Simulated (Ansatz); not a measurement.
## Dielectric response of NaI (001) films

Wanted: ε of rocksalt NaI (001) by finite fields on slabs, and the band edges against the vacuum where run.

Method: plane-wave DFT, PBEsol, Ansatz PAW, in the first sound run; inputs show where later runs differ, in Ansatz 0.2.0.

## Step 1: Starting point

The cell holds 6 atoms: 3 Na and 3 I. Cell: a = 4.575 Å, b = 4.575 Å, c = 24.470 Å, α = 90.0°, β = 90.0°, γ = 90.0°. It derives from NaI (rocksalt NaI). Vacuum lies along c.

## Step 2: Relaxation, 6 atoms, units 3

The structure is relaxed first, because levels and dipoles at a surface follow the positions of the outer atoms.

Input file input.yaml:

```yaml
crystal:
  lattice:
    - [4.57498087, 0.0, 0.0]
    - [0.0, 4.57498087, 0.0]
    - [0.0, 0.0, 24.47]
  atoms:
    - { symbol: Na, position: [0.5, 0.5, 0.3677973028] }
    - { symbol: I, position: [0.0, 0.0, 0.3677973028] }
    - { symbol: Na, position: [0.0, 0.0, 0.5] }
    - { symbol: I, position: [0.5, 0.5, 0.5] }
    - { symbol: Na, position: [0.5, 0.5, 0.6322026972] }
    - { symbol: I, position: [0.0, 0.0, 0.6322026972] }
kpoints:
  mp_grid: { grid: [6, 6, 1] }
hamiltonian:
  xc: pbesol
scf:
  occupations: { method: fixed }
  convergence: { dr2_threshold: 1.0e-09 }
efield:
  axis: 3
  dipole_correction: true
  ramp_position: 0.97
  ramp_width: 0.06
relax:
  f_tol: 0.003
  max_steps: 100
output:
  write_potential: true
  write_density: true
  volumetric_format: npy
```

Started as:

```bash
> ansatz run input.yaml --threads 4 --pin off --max-ram 12288MiB --backend cpu --events-out ev --progress --plain --runs-dir out
```

Numbers of over 12 decimals in the logs are rounded to 6 here.

What it wrote:

```text
Engine: ansatz 0.2.0, aarch64-unknown-linux-gnu
Pseudopotentials: kind: paw
Pseudopotential: Na, paw, valence charge 9, recommended cutoff 420 eV (normal), Na.paw.azcp
Pseudopotential: I, paw, valence charge 17, recommended cutoff 420 eV (normal), I.paw.azcp
Functional definition: PBEsol
  exchange = pbesol_x
  correlation = pbesol_c
Crystal: 6 atoms, lattice volume = 512.168 Å³
Basis set: ecut = 420 eV, 10041 PW (Γ), exchange–correlation on 64×64×360 points (8 copies of the dense FFT grid, shifted against one another)
Bands: 47, of which v1, the nominal top of the filled ones, is band 39 counted from 1 (38 counted from 0)
Symmetry: 8 space group operations
k-points: 10 of 36
Non-local potential: Na, projectors of the file, l = 0: 3, l = 1: 2, l = 2: 1
Non-local potential: I, projectors of the file, l = 0: 2, l = 1: 2, l = 2: 2, l = 3: 2
PAW form: soft (Blöchl's): semilocal exchange-correlation on the pseudo side does not see the compensation charge
PAW frozen core: Na, regenerated for the run's functional, and the local potential with it (the file was generated under x = pbe(κ = 0.804, μ = 0.219515), c = pbe(β = 0.066725))
PAW frozen core: I, regenerated for the run's functional, and the local potential with it (the file was generated under x = pbe(κ = 0.804, μ = 0.219515), c = pbe(β = 0.066725))
PAW one-centre angular grid: Na, 110 points (default); XC on 64 Gauss nodes
PAW one-centre angular grid: I, 590 points (default); XC on 64 Gauss nodes
Initial density: superposition of atomic densities (neutral atoms: chi_scale 0, normalization atom), corrected by the library's trained network
Initial wavefunctions: pseudopotential atomic-orbital guess
Functional: x = pbesol(κ = 0.804, μ = 0.123457), c = pbesol(β = 0.046)
SCF iter   1: F=—  HF=-26731.696663 eV  |F-HF|=—  |Δ(HF+E_count)|=         —  Δρ=1.45e-3  dr2=1.06e-2  ethr=1.77e-3  p=0.000 e·Å  D=5.28e-14 V/Å  ΔV_dip=-0.00 eV  dr2_dipole=1.72e-10  V_vac-E_F(+/−)=5.84/5.84 eV  ⟨swp⟩=6.6  Hψ=1823  notcnv=0  defer=54
efield: sawtooth ramp at fractional position 0.9700 (set: `efield.ramp_position`, or a place that a band, a saddle search or an elastic batch's reference lends), width 0.0600; the density the first Hamiltonian is built on has a dipole p = 0.000 e·Å; the dipole correction subtracts the counter field D = 5.28e-14 V/Å, which shifts the + side's vacuum level by -0.00 eV against the − side's; the planar-averaged density in the ramp window peaks in size at 1.3e-5 e/Å³
preconditioner: auto → Resta (q_TF=auto, 1.994 Å⁻¹)  ε∞=1.7  [insulator: Δε(μ)=3.634 eV  Ē_g=9.369 eV  n_scr=70 (ndim 8)  ℏωp=8.0 eV  f_vac=0.591  ε∞_Penn≈1.7  vacuum switching on, ρ_ref=6.4e-3 e/Å³]
SCF iter   2: F=—  HF=-26731.694514 eV  |F-HF|=—  |Δ(HF+E_count)|=   2.15e-3  Δρ=5.38e-4  dr2=1.49e-3  ethr=1.36e-5  p=0.000 e·Å  D=3.13e-6 V/Å  ΔV_dip=-0.00 eV  dr2_dipole=1.84e-10  V_vac-E_F(+/−)=5.75/5.75 eV  ⟨swp⟩=4.4  Hψ=1101  notcnv=0  defer=60
density mixer auto → msr1: gapped (density of states about μ 0.00 of a free-electron gas's, 70 screened modes)
SCF iter   3: F=—  HF=-26731.695183 eV  |F-HF|=—  |Δ(HF+E_count)|=   6.69e-4  Δρ=1.81e-4  dr2=1.68e-4  ethr=1.91e-6  p=-0.000 e·Å  D=-2.26e-6 V/Å  ΔV_dip=0.00 eV  dr2_dipole=1.18e-10  V_vac-E_F(+/−)=5.72/5.72 eV  ⟨swp⟩=2.8  Hψ=602  notcnv=0  defer=60
SCF iter   4: F=—  HF=-26731.695376 eV  |F-HF|=—  |Δ(HF+E_count)|=   1.93e-4  Δρ=4.22e-5  dr2=1.58e-5  ethr=2.16e-7  p=0.000 e·Å  D=2.76e-6 V/Å  ΔV_dip=-0.00 eV  dr2_dipole=1.64e-10  V_vac-E_F(+/−)=5.69/5.69 eV  ⟨swp⟩=3.1  Hψ=703  notcnv=0  defer=60
SCF iter   5: F=—  HF=-26731.695386 eV  |F-HF|=—  |Δ(HF+E_count)|=   9.45e-6  Δρ=9.20e-6  dr2=4.70e-7  ethr=2.02e-8  p=-0.000 e·Å  D=-8.39e-7 V/Å  ΔV_dip=0.00 eV  dr2_dipole=2.27e-11  V_vac-E_F(+/−)=5.69/5.69 eV  ⟨swp⟩=2.0  Hψ=705  notcnv=0  defer=60
SCF iter   6: F=—  HF=-26731.695507 eV  |F-HF|=—  |Δ(HF+E_count)|=   1.21e-4  Δρ=3.01e-6  dr2=3.29e-8  ethr=6.03e-10  p=0.000 e·Å  D=8.54e-7 V/Å  ΔV_dip=-0.00 eV  dr2_dipole=1.06e-11  V_vac-E_F(+/−)=5.69/5.69 eV  ⟨swp⟩=2.2  Hψ=764  notcnv=0  defer=59
SCF iter   7: F=—  HF=-26731.695507 eV  |F-HF|=—  |Δ(HF+E_count)|=   2.58e-7  Δρ=5.34e-7  dr2=1.35e-9  ethr=4.22e-11  p=-0.000 e·Å  D=-2.99e-7 V/Å  ΔV_dip=0.00 eV  dr2_dipole=2.29e-12  V_vac-E_F(+/−)=5.69/5.69 eV  ⟨swp⟩=2.0  Hψ=831  notcnv=0  defer=59
SCF iter   8: F=-26731.695507 eV  HF=-26731.695507 eV  |F-HF|=2.88e-9  |Δ(HF+E_count)|=   2.00e-8  Δρ=1.14e-7  dr2=1.03e-10  ethr=1.28e-12  p=0.000 e·Å  D=3.04e-7 V/Å  ΔV_dip=-0.00 eV  dr2_dipole=2.39e-12  V_vac-E_F(+/−)=5.69/5.69 eV  ⟨swp⟩=7.4  Hψ=2369  notcnv=0
SCF 1 converged in 8 iterations: F = -26731.695507 eV  dr2 = 1.03e-10
  greatest PAW one-centre occupation: 0.999 electrons in one spin orbital (limit 2), on the Na atom at site 4 (counted from 0), in its partial waves of l = 0
relax step   1: F+E_penalty+E_count = -26731.69550710 eV  Δ(F+E_penalty+E_count) = +0.000e0 eV  max|allowed force component| = 1.631e-1 eV/Å  Δτ_max = 0.0000 Å  (8 SCF iters, accepted)
Initial density: handed on by an earlier stage of this run
Initial wavefunctions: those handed on with the density
iter 1 solved again at ethr=7.28e-6 eV; its pass at ethr=3.10e-3 eV (dr2=5.68e-3 eV) is discarded
SCF iter   1: F=—  HF=-26731.714016 eV  |F-HF|=—  |Δ(HF+E_count)|=         —  Δρ=3.10e-4  dr2=5.30e-3  ethr=7.28e-6  p=0.000 e·Å  D=3.04e-7 V/Å  ΔV_dip=-0.00 eV  dr2_dipole=2.18e-12  V_vac-E_F(+/−)=5.71/5.71 eV  ⟨swp⟩=3.5  Hψ=1626  notcnv=0  defer=58
efield: sawtooth ramp at fractional position 0.9700 (set: `efield.ramp_position`, or a place that a band, a saddle search or an elastic batch's reference lends), width 0.0600; the density the first Hamiltonian is built on has a dipole p = 0.000 e·Å; the dipole correction subtracts the counter field D = 3.04e-7 V/Å, which shifts the + side's vacuum level by -0.00 eV against the − side's; the planar-averaged density in the ramp window peaks in size at 5.4e-6 e/Å³
preconditioner: auto → Resta (q_TF=auto, 1.994 Å⁻¹)  ε∞=1.7  [insulator: Δε(μ)=3.673 eV  Ē_g=9.386 eV  n_scr=70 (ndim 8)  ℏωp=8.0 eV  f_vac=0.593  ε∞_Penn≈1.7  vacuum switching on, ρ_ref=6.4e-3 e/Å³]
SCF iter   2: F=—  HF=-26731.713711 eV  |F-HF|=—  |Δ(HF+E_count)|=   3.06e-4  Δρ=2.41e-4  dr2=6.31e-4  ethr=6.79e-6  p=-0.000 e·Å  D=-6.94e-8 V/Å  ΔV_dip=0.00 eV  dr2_dipole=3.41e-13  V_vac-E_F(+/−)=5.82/5.82 eV  ⟨swp⟩=4.2  Hψ=593  notcnv=0  defer=60  κ⁻¹=1.0e0(r=1)
density mixer auto → broyden: gapped, where msr1 would fit the directions that read negative (density of states about μ 0.00 of a free-electron gas's, 70 screened modes)
[...]
density mixer auto → broyden: gapped, where msr1 would fit the directions that read negative (density of states about μ 0.00 of a free-electron gas's, 70 screened modes)
SCF iter   3: F=—  HF=-26731.718037 eV  |F-HF|=—  |Δ(HF+E_count)|=   2.78e-4  Δρ=6.66e-5  dr2=3.17e-5  ethr=5.48e-7  p=0.000 e·Å  D=2.72e-7 V/Å  ΔV_dip=-0.00 eV  dr2_dipole=1.08e-12  V_vac-E_F(+/−)=5.95/5.95 eV  ⟨swp⟩=3.3  Hψ=623  notcnv=0  defer=60  κ⁻¹=7.0e-2(r=2)
SCF iter   4: F=—  HF=-26731.718051 eV  |F-HF|=—  |Δ(HF+E_count)|=   1.37e-5  Δρ=1.78e-5  dr2=1.75e-6  ethr=4.06e-8  p=0.000 e·Å  D=6.43e-7 V/Å  ΔV_dip=-0.00 eV  dr2_dipole=2.54e-13  V_vac-E_F(+/−)=5.96/5.96 eV  ⟨swp⟩=2.0  Hψ=640  notcnv=0  defer=59  κ⁻¹=6.2e-3(r=3)
SCF iter   5: F=—  HF=-26731.718180 eV  |F-HF|=—  |Δ(HF+E_count)|=   1.29e-4  Δρ=6.42e-6  dr2=1.72e-7  ethr=2.24e-9  p=0.000 e·Å  D=5.08e-7 V/Å  ΔV_dip=-0.00 eV  dr2_dipole=4.93e-14  V_vac-E_F(+/−)=5.96/5.96 eV  ⟨swp⟩=2.0  Hψ=596  notcnv=0  defer=57  κ⁻¹=5.4e-4(r=4)
SCF iter   6: F=—  HF=-26731.718180 eV  |F-HF|=—  |Δ(HF+E_count)|=   4.95e-7  Δρ=1.69e-6  dr2=1.14e-8  ethr=2.21e-10  p=0.000 e·Å  D=5.76e-7 V/Å  ΔV_dip=-0.00 eV  dr2_dipole=1.02e-14  V_vac-E_F(+/−)=5.96/5.96 eV  ⟨swp⟩=2.0  Hψ=573  notcnv=0  defer=57  κ⁻¹=2.9e-5(r=5)
SCF iter   7: F=-26731.718180 eV  HF=-26731.718180 eV  |F-HF|=8.34e-9  |Δ(HF+E_count)|=   1.54e-8  Δρ=4.14e-7  dr2=8.13e-10  ethr=1.28e-12  p=0.000 e·Å  D=5.40e-7 V/Å  ΔV_dip=-0.00 eV  dr2_dipole=4.86e-13  V_vac-E_F(+/−)=5.96/5.96 eV  ⟨swp⟩=6.0  Hψ=2664  notcnv=0
SCF 3 converged in 7 iterations: F = -26731.718180 eV  dr2 = 8.13e-10
  greatest PAW one-centre occupation: 0.999 electrons in one spin orbital (limit 2), on the Na atom at site 0 (counted from 0), in its partial waves of l = 0
relax step   3: F+E_penalty+E_count = -26731.71818002 eV  Δ(F+E_penalty+E_count) = -4.116e-3 eV  max|allowed force component| = 1.561e-2 eV/Å  Δτ_max = 0.0733 Å  (7 SCF iters, accepted)
SCF iter   1: F=—  HF=-26731.718253 eV  |F-HF|=—  |Δ(HF+E_count)|=         —  Δρ=8.95e-5  dr2=7.09e-5  ethr=7.90e-7  p=0.000 e·Å  D=5.40e-7 V/Å  ΔV_dip=-0.00 eV  dr2_dipole=4.37e-12  V_vac-E_F(+/−)=5.96/5.96 eV  ⟨swp⟩=6.1  Hψ=1291  notcnv=0  defer=60
efield: sawtooth ramp at fractional position 0.9700 (set: `efield.ramp_position`, or a place that a band, a saddle search or an elastic batch's reference lends), width 0.0600; the density the first Hamiltonian is built on has a dipole p = 0.000 e·Å; the dipole correction subtracts the counter field D = 5.40e-7 V/Å, which shifts the + side's vacuum level by -0.00 eV against the − side's; the planar-averaged density in the ramp window peaks in size at 5.3e-6 e/Å³
preconditioner: auto → Resta (q_TF=auto, 1.994 Å⁻¹)  ε∞=1.7  [insulator: Δε(μ)=3.730 eV  Ē_g=9.418 eV  n_scr=70 (ndim 8)  ℏωp=8.0 eV  f_vac=0.594  ε∞_Penn≈1.7  vacuum switching on, ρ_ref=6.4e-3 e/Å³]
SCF iter   2: F=—  HF=-26731.718261 eV  |F-HF|=—  |Δ(HF+E_count)|=   7.80e-6  Δρ=4.39e-5  dr2=1.43e-5  ethr=9.09e-8  p=0.000 e·Å  D=1.51e-8 V/Å  ΔV_dip=-0.00 eV  dr2_dipole=1.28e-13  V_vac-E_F(+/−)=5.96/5.96 eV  ⟨swp⟩=2.0  Hψ=633  notcnv=0  defer=60  κ⁻¹=1.0e0(r=1)
density mixer auto → broyden: gapped, where msr1 would fit the directions that read negative (density of states about μ 0.00 of a free-electron gas's, 70 screened modes)
SCF iter   3: F=—  HF=-26731.718266 eV  |F-HF|=—  |Δ(HF+E_count)|=   5.28e-6  Δρ=2.11e-5  dr2=3.19e-6  ethr=1.84e-8  p=0.000 e·Å  D=1.25e-7 V/Å  ΔV_dip=-0.00 eV  dr2_dipole=1.41e-13  V_vac-E_F(+/−)=5.95/5.95 eV  ⟨swp⟩=2.0  Hψ=526  notcnv=0  defer=60  κ⁻¹=1.2e-1(r=2)
SCF iter   4: F=—  HF=-26731.718386 eV  |F-HF|=—  |Δ(HF+E_count)|=   1.20e-4  Δρ=4.33e-6  dr2=1.20e-7  ethr=4.09e-9  p=0.000 e·Å  D=3.19e-9 V/Å  ΔV_dip=-0.00 eV  dr2_dipole=2.74e-15  V_vac-E_F(+/−)=5.95/5.95 eV  ⟨swp⟩=2.0  Hψ=617  notcnv=0  defer=60  κ⁻¹=5.6e-3(r=3)
SCF iter   5: F=—  HF=-26731.718386 eV  |F-HF|=—  |Δ(HF+E_count)|=   2.21e-7  Δρ=1.21e-6  dr2=7.13e-9  ethr=1.54e-10  p=0.000 e·Å  D=1.82e-8 V/Å  ΔV_dip=-0.00 eV  dr2_dipole=1.39e-15  V_vac-E_F(+/−)=5.95/5.95 eV  ⟨swp⟩=2.0  Hψ=601  notcnv=0  defer=60  κ⁻¹=2.1e-4(r=4)
SCF iter   6: F=-26731.718386 eV  HF=-26731.718386 eV  |F-HF|=1.23e-9  |Δ(HF+E_count)|=   4.80e-8  Δρ=3.09e-7  dr2=4.70e-10  ethr=1.28e-12  p=0.000 e·Å  D=2.94e-9 V/Å  ΔV_dip=-0.00 eV  dr2_dipole=4.45e-13  V_vac-E_F(+/−)=5.95/5.95 eV  ⟨swp⟩=8.0  Hψ=2533  notcnv=0
SCF 4 converged in 6 iterations: F = -26731.718386 eV  dr2 = 4.70e-10
relax step   4: F+E_penalty+E_count = -26731.71838581 eV  Δ(F+E_penalty+E_count) = -2.058e-4 eV  max|allowed force component| = 1.057e-3 eV/Å  Δτ_max = 0.0138 Å  (6 SCF iters, accepted)
NSCF: frozen V_eff on 10 k-points
the band table was solved once a step of the walk had ended and its energy, with any forces and stress, was formed, with the checks that follow a solve (3008 applications of the Hamiltonian). They found nothing against the state; the energy, forces and stress were not computed again (output.eigenvalues in the input reference)
SCF converged after 6 iterations
Stability not checked: this state was not tested for a lower state beside it, because the mixer in use, unlike msr1, does not test its closes by its own steps (another_mixer; see scf.mixing.algorithm and scf.lower_state_search)
Free energy (F): -26731.718386 eV
Harris-Foulkes:  -26731.718386 eV  (|F-HF|=1.23e-9)
Internal energy: -26731.718386 eV  (E = F + TS)
E sigma→0 (E₀):  -26731.718386 eV
Fermi energy:    -2.432669 eV
Dipole field:    D = -0.000001 V/Å  (p = -0.000002 e·Å, saw-weighted, corrected)
Work function:   Φ+ = 5.9514 eV   Φ− = 5.9514 eV
Levels:          The Fermi level and band energies are counted from a zero that moves with the ramp; work functions are not
--- Per-component energies (eV) ---
  E_band       = -2256.403231
  E_kinetic    = 929.755126
  E_local      = -52154.154127  (includes V_loc(G=0)·N_el)
  E_nonlocal   = 82.874304
  E_hartree    = 25395.708116
  E_xc         = -496.052566
  E_vxc        = -533.411188  (∫ρ·V_xc dr)
  E_paw        = -14972.731125  (= ΣΔE_a)
  E_vpaw       = -1372.884457  (= ΣTr[D̂ρ^β])
  E_aug_tail   = -0.000038  (compensation charges beyond the density's cutoff)
  E_efield     = 0.000000  (sawtooth field / dipole correction)
  E_vefield    = 0.000000  (∫n·V_field dr)
  E_ewald      = 14481.481417
  E_core_change = 1.400508  (= ΣΔE_core)
  E_smearing   = -0.000000  (= −TS)
  E_closure    = -0.000000  (closes the sum)
  Σ components = -26731.718386   (vs F -26731.718386, Δ=0.00e0)
--- Forces (eV/Å), atoms counted from 1 ---
  atom   1  Na     0.00000000     0.00000000     0.00105751
  atom   2  I      0.00000000     0.00000000     0.00008734
  atom   3  Na     0.00000000     0.00000000     0.00000022
  atom   4  I     -0.00000000     0.00000000    -0.00000165
  atom   5  Na     0.00000000     0.00000000    -0.00105616
  atom   6  I     -0.00000000     0.00000000    -0.00008720
  max |Σ_I F_I| component: 6.17e-8 eV/Å
--- Band table (eV; the first three rows and the last of 10) ---
  k-point 0: bands = [... 35 lower, -2.6433, -2.6297, -2.4327, -2.4327, 1.2975, 1.9705, 2.4308, 3.2707, ... 4 higher]
  k-point 1: bands = [... 35 lower, -2.7263, -2.6134, -2.5241, -2.4384, 1.8326, 2.2528, 2.7594, 3.4113, ... 4 higher]
  k-point 2: bands = [... 35 lower, -2.7004, -2.6774, -2.5515, -2.4733, 2.6401, 2.8000, 2.9540, 3.7316, ... 4 higher]
  k-point 9: bands = [... 35 lower, -3.2822, -3.2822, -2.8841, -2.7711, 2.1544, 2.7001, 2.7288, 3.5279, ... 4 higher]
--- Relaxed structure (4 steps of the walk, 4 accepted, 0 SCFs on fresh bases) ---
  F+E_penalty+E_count = -26731.71838581 eV   max|allowed force component| = 1.057e-3 eV/Å
  atoms:
    - { symbol: Na, position: [0.500000, 0.500000, 0.373137] }
    - { symbol: I, position: [0, 0.0, 0.367676] }
    - { symbol: Na, position: [0, 0.0, 0.500000] }
    - { symbol: I, position: [0.500000, 0.500000, 0.500000] }
    - { symbol: Na, position: [0.500000, 0.500000, 0.626863] }
    - { symbol: I, position: [0, 0.0, 0.632324] }
```

The job ended after 18 s (4 threads of Arm Neoverse V1, shared host; peak memory 0.9 GiB; 68 s of CPU time).

The steps of the relaxation:

```csv
step,energy less that of the first step (eV),largest force component (eV/Å)
1,0.0000,0.1631
2,-0.0186,0.0731
3,-0.0227,0.0156
4,-0.0229,0.0011
```

The run keeps the 8 symmetry operations that it works with, so distortions that break them were not tested.

The atoms that moved most (Å):

```csv
atom,dx,dy,dz,length
Na5,0.000,0.000,-0.131,0.131
Na1,0.000,0.000,0.131,0.131
```

Final coordinates:

```xyz
6
Lattice="4.5750 0.0000 0.0000 0.0000 4.5750 0.0000 0.0000 0.0000 24.4700" Properties=species:S:1:pos:R:3
Na    2.2875    2.2875    9.1307
I     0.0000    0.0000    8.9970
Na    0.0000    0.0000   12.2350
I     2.2875    2.2875   12.2350
Na    2.2875    2.2875   15.3393
I     0.0000    0.0000   15.4730
```

This step gave:

```yaml
gap_on_the_k_mesh: 3.730 eV
dipole_along_the_normal: -1.58e-6 e·Å
ionisation_energy_upper_face: 5.951 eV
electron_affinity_upper_face: 2.221 eV
```

Running mean over 3.235 Å of the planar mean; the ramp of the sawtooth is left out. Table of electron's electrostatic potential energy less the highest filled level by z:

z (Å), electron's electrostatic potential energy less the highest filled level (eV) and a bar from the least value:
```
      3.0       5.95 ##############################
      3.5       5.95 ##############################
      4.0       5.95 ##############################
      4.5       5.95 ##############################
      5.0       5.95 ##############################
      5.5       5.93 ##############################
      6.0       5.85 #############################
      6.5       5.55 ###########################
      7.0       4.72 ######################
      7.5       3.45 ##############
      8.0       2.14 ######
      8.5       1.50 ##
      9.0       1.35 #
      9.5       1.32 #
     10.0       1.29 #
     10.5       1.17 
     11.0       1.20 
     11.5       1.30 #
     12.0       1.32 #
     12.5       1.32 #
     13.0       1.30 #
     13.5       1.19 
     14.0       1.18 
     14.5       1.30 #
     15.0       1.32 #
     15.5       1.35 #
     16.0       1.52 ##
     16.5       2.21 ######
     17.0       3.53 ###############
     17.5       4.78 #######################
     18.0       5.58 ############################
     18.5       5.86 #############################
     19.0       5.93 ##############################
     19.5       5.95 ##############################
     20.0       5.95 ##############################
     20.5       5.95 ##############################
     21.0       5.95 ##############################
```

The relaxation took 4 steps and lowered the energy by 0.023 eV; the largest force on the free atoms ends at 0.0011 eV/Å.

The gap is 3.73 eV, with the valence edge 5.95 eV and the conduction edge 2.22 eV under the upper vacuum level.

[end of part 1 of 4]

[Logs are printed without paths, hosts, clocks, repeated set-up lines and the standing remarks that a program may print on its own settings, such as how far it seeks lower states.]

[Hosts, paths, dates, database ids (printed as entryN), source tags and the programs' standing remarks are cut or masked in the printed files.]

[Maps of the electrostatic potential energy from Ansatz leave out the sawtooth potential of an applied field or a dipole correction, so their vacuum need not be flat; planar profiles and work functions include it.]
